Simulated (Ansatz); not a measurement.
An Ansatz input and the part of its output that reports the observables at the nuclei.

The start is an entry of the Crystallography Open Database (COD).

```yaml
crystal:
  lattice:
    - [6.33, 0.0, 0.0]
    - [0.0, 3.469, 0.0]
    - [-0.9467947088, 0.0, 13.8276237937]
  atoms:
    - { symbol: Te, position: [0.5568, 0.75, 0.3516] }
    - { symbol: Te, position: [0.4432, 0.25, 0.6484] }
    - { symbol: Te, position: [0.5888, 0.25, 0.1045] }
    - { symbol: Te, position: [0.4112, 0.75, 0.8955] }
    - { symbol: Te, position: [0.097, 0.75, 0.1486] }
    - { symbol: Te, position: [0.903, 0.25, 0.8514] }
    - { symbol: Te, position: [0.0563, 0.25, 0.3955] }
    - { symbol: Te, position: [0.9437, 0.75, 0.6045] }
    - { symbol: Mo, position: [0.3181, 0.75, 0.5066] }
    - { symbol: Mo, position: [0.6819, 0.25, 0.4934] }
    - { symbol: Mo, position: [0.1833, 0.25, 0.0074] }
    - { symbol: Mo, position: [0.8167, 0.75, 0.9926] }
kpoints:
  mp_grid: { grid: [7, 13, 4] }
scf:
  occupations: { method: fermi_dirac, width: 0.05 }
hamiltonian:
  xc: pbe
  pseudopotentials: { kind: paw }
output:
  forces: true
  stress: true
  populations: true
  efg: { quadrupole_moments_barn: { Mo: -0.022 }, contact_densities: true }
relax:
  f_tol: 0.02
  max_steps: 60
```

```sh
ansatz run input.yaml --threads 4 --pin off --max-ram 8192MiB --backend cpu --events-out ev --progress --plain --runs-dir out
```

The run relaxes the ions first, and the block belongs to the relaxed positions.

Of the output, the block on the nuclei alone is shown; the set-up, the SCF iterations, energies, forces and stress are cut. One atom of each set with nearly equal values is shown.

```
--- PAW observables at the nuclei: V_zz in 10²¹ V/m², potentials from the cell's mean, atoms counted from 1 ---
  atom   1  Te V_zz =   -15.359047   η = 0.7515   by run symmetry: allowed
            electrostatic potential = -8651.476035 V   contact ρ = 1468745.134989 e/Å³
  atom   3  Te V_zz =   +21.461274   η = 0.5776   by run symmetry: allowed
            electrostatic potential = -8651.579476 V   contact ρ = 1468742.907839 e/Å³
  atom   5  Te V_zz =   -15.909751   η = 0.6539   by run symmetry: allowed
            electrostatic potential = -8651.505068 V   contact ρ = 1468746.044720 e/Å³
  atom   7  Te V_zz =   +21.045115   η = 0.5625   by run symmetry: allowed
            electrostatic potential = -8651.548996 V   contact ρ = 1468743.504267 e/Å³
  atom   9  Mo V_zz =    -7.118851   η = 0.7836   by run symmetry: allowed   C_q = +3.7869 MHz
            electrostatic potential = -6354.056119 V   contact ρ = 595248.310531 e/Å³
  atom  11  Mo V_zz =    -7.278539   η = 0.7756   by run symmetry: allowed   C_q = +3.8719 MHz
            electrostatic potential = -6354.077178 V   contact ρ = 595248.357118 e/Å³
```

The relaxation (3 steps) took 1.7 min of wall time (6.3 min of CPU time) and 3.1 GiB at its peak, on 4 threads of Intel Xeon Platinum 8375C CPU @ 2.90GHz (Ice Lake) (x86_64; 16 cores open to the job, memory cap 8.0 GiB, no GPU), a shared host with a load of 0.3 a core.

With no gap above 0.1 eV, as in a metal, the gradients converge slowly in k; expect changes of a tenth or more on a denser mesh. Without spin–orbit coupling the gradients at and beside Te can be off by some per cent, at some sites by more.
